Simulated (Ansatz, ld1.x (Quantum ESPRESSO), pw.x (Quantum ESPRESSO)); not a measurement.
## From atom to crystal: TM potential for palladium (Pd)

```json
{
  "Element": "palladium (Pd)",
  "Generator": "ld1.x (Quantum ESPRESSO) 7.5",
  "Type": "norm-conserving Troullier–Martins (Kleinman–Bylander form)",
  "Functional": "PBE",
  "Relativity": "scalar-relativistic",
  "Frozen core": "[Kr]",
  "Valence charge": "10",
  "Reference configuration": "4d10 5s0 5p0",
  "Partial waves": "5p (bound, empty): rc 3.05 bohr; 4d (bound): rc 1.45 bohr; 5s (bound, empty): rc 2.95 bohr",
  "Local potential": "the s channel",
  "Core correction": "a·sin(br)/r model core inside 0.90 bohr"
}
```

Atomic tests: cutoffs needed: 70 Ry and 90 Ry (the cutoffs (Ry, on a coarse ladder) from which the occupation-weighted sum of valence levels, in a spherical-Bessel basis at the reference potential, stays within 10 and 1 mRy of its value at 400 Ry); ghost test: no extra level below or beside the all-electron valence levels (p, d, s, f tested) (spherical-Bessel basis up to 400 Ry, 20 bohr box); configuration tests: 1 of 7 tests not solved or not reliable.

Crystal test: bcc Pd in pw.x 7.5, no spin, 15³ k-points, Fermi–Dirac smearing 0.01 Ry, cutoffs 110/440 Ry. The reference is all-electron LAPW (Ansatz 0.2.0) with the same functional, mesh and smearing; V0 and B0 come from Birch–Murnaghan fits to the pressures at five volumes. Errors are pseudo minus all-electron; Δ is the rms difference of the E(V) curves that follow from these fits, minima aligned, over ±6 % about the mean V0. Mesh and smearing are coarse, so the numbers serve the comparison and aren't converged zero-temperature values; the lattice is a test structure that the element need not adopt.

All-electron: a0 = 3.140 Å (V0 = 15.49 Å³/atom), B0 = 161.1 GPa.

How far does the potential miss the all-electron equation of state?

mean pressure error (GPa): +5.24; a0 (Å): 3.174; a0 error (%): +1.06; B0 error (%): -6.7; Δ (meV/atom): 17.0. The largest radius (3.05 bohr) exceeds half the bond length (2.57 bohr), so the spheres overlap, which is one possible source of error among others. This is a poor potential for the solid. Atomic configuration tests: 1 of 7 tests not solved or not reliable.

| V (Å³/atom) | P all-electron (GPa) | P pseudo (GPa) |
| --- | --- | --- |
| 14.737 | 9.15 | 15.35 |
| 15.125 | 4.05 | 9.71 |
| 15.513 | -0.29 | 4.90 |
| 15.901 | -3.96 | 0.80 |
| 16.289 | -7.08 | -2.68 |

At the middle volume, how do free energy and pressure move when the wave cutoff is lowered (ecutrho kept at four times it)?

| cutoff (Ry) | shift of F (meV/atom) | shift of P (GPa) |
| --- | --- | --- |
| 50 | +1495.5 | -82.60 |
| 66 | +79.0 | -7.33 |
| 88 | +7.2 | +0.24 |

Input at the middle volume:

```
&control
  calculation='scf', prefix='x', pseudo_dir='./', outdir='./tmp', tstress=.true., disk_io='low'
/
&system
  ibrav=0, nat=1, ntyp=1, ecutwfc=110, ecutrho=440, nbnd=12,
  occupations='smearing', smearing='fd', degauss=0.01
/
&electrons
  conv_thr=1e-09, mixing_beta=0.4, electron_maxstep=70
/
ATOMIC_SPECIES
Pd 1.0 Pd.UPF
CELL_PARAMETERS angstrom
  -1.57112932 1.57112932 1.57112932
  1.57112932 -1.57112932 1.57112932
  1.57112932 1.57112932 -1.57112932
ATOMIC_POSITIONS crystal
Pd 0.0000 0.0000 0.0000
K_POINTS automatic
15 15 15 0 0 0
```

```bash
pw.x < Pd.scf.in > Pd.scf.out
```

Lines of the output:

```
Message from routine setup:
     using ibrav=0 with symmetry is DISCOURAGED, use correct ibrav instead
     lattice parameter (alat)  =       5.1425  a.u.
     unit-cell volume          =     104.6869 (a.u.)^3
     number of electrons       =        10.00
     number of Kohn-Sham states=           12
     kinetic-energy cutoff     =     110.0000  Ry
     charge density cutoff     =     440.0000  Ry
     scf convergence threshold =      1.0E-09
     Exchange-correlation= PBE
     number of k points=   120  Fermi-Dirac smearing, width (Ry)=  0.0100
     iteration #  1     ecut=   110.00 Ry     beta= 0.40
     total energy              =     -76.60829136 Ry
     estimated scf accuracy    <       0.25699800 Ry
     iteration #  2     ecut=   110.00 Ry     beta= 0.40
     total energy              =     -76.65682347 Ry
     estimated scf accuracy    <       0.00098714 Ry
     iteration #  3     ecut=   110.00 Ry     beta= 0.40
     total energy              =     -76.65699655 Ry
     estimated scf accuracy    <       0.00029980 Ry
     iteration #  4     ecut=   110.00 Ry     beta= 0.40
     total energy              =     -76.65700477 Ry
     estimated scf accuracy    <       0.00000506 Ry
     iteration #  5     ecut=   110.00 Ry     beta= 0.40
     total energy              =     -76.65700526 Ry
     estimated scf accuracy    <       0.00000017 Ry
     iteration #  6     ecut=   110.00 Ry     beta= 0.40
     total energy              =     -76.65700527 Ry
     estimated scf accuracy    <          5.3E-09 Ry
     iteration #  7     ecut=   110.00 Ry     beta= 0.40
     the Fermi energy is    13.2393 ev
!    total energy              =     -76.65700528 Ry
     estimated scf accuracy    <          2.6E-10 Ry
     smearing contrib. (-TS)   =      -0.00564598 Ry
     The total energy is F=E-TS. E is the sum of the following terms:
     one-electron contribution =       7.97109840 Ry
     hartree contribution      =       8.06033791 Ry
     xc contribution           =     -31.39568887 Ry
     ewald contribution        =     -61.28710674 Ry
     convergence has been achieved in   7 iterations
          total   stress  (Ry/bohr**3)                   (kbar)     P=       48.99
```

The run at the middle volume (120 k-points, 7 iterations) took about 16 s on one core of a shared host (Intel(R) Xeon(R) 6975P-C, 192 threads, 1512 GiB, load 94).
